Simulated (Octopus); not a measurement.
PbF2 (Fluorocronite) under changes of volume

One of the cells (17.354 Å³/atom); the others are scaled copies at fixed shape and fractional positions:

```
Pb F
1.0
     0.00000    2.96366    2.96366
     2.96366    0.00000    2.96366
     2.96366    2.96366    0.00000
Pb F
1 2
Direct
  0.00000 0.00000 0.00000
  0.75000 0.75000 0.75000
  0.25000 0.25000 0.25000
```

| Item | Value |
| --- | --- |
| Program | Octopus 16.4 |
| Functional | PBEsol |
| Potentials or basis | pseudodojo_pbesol (PseudoDojo 0.4, PBEsol) |
| Grid spacing | 0.131 Å |
| k mesh | 8 × 8 × 8 |
| Occupations | fermi-dirac, width 0.05 eV |
| Spin | no spin polarisation |

| volume (Å³/atom) | energy over the lowest point (meV/atom) | gap on the mesh (eV) |
| --- | --- | --- |
| 16.313 | 12.75 | 4.29 |
| 16.660 | 5.64 | 4.30 |
| 17.007 | 0.90 | 4.31 |
| 17.354 | 0.00 | 4.32 |
| 17.701 | 1.92 | 4.32 |
| 18.048 | 9.82 | 4.32 |
| 18.395 | ? | ? |

Question: What does the run at 18.395 Å³/atom give?

Answer: Energy over the lowest point 16.04 meV/atom; gap on the mesh 4.31 eV.

The energies don't lie on one smooth curve, so no fit is given. The run at 18.048 Å³/atom lies farthest off, from a change of basis, grid or state.

Energies are extrapolated to zero smearing.

Caveats: spin-orbit coupling is left out, which as a rule narrows the gap of such compounds by several tenths of an eV.

A mesh can miss the band edges.
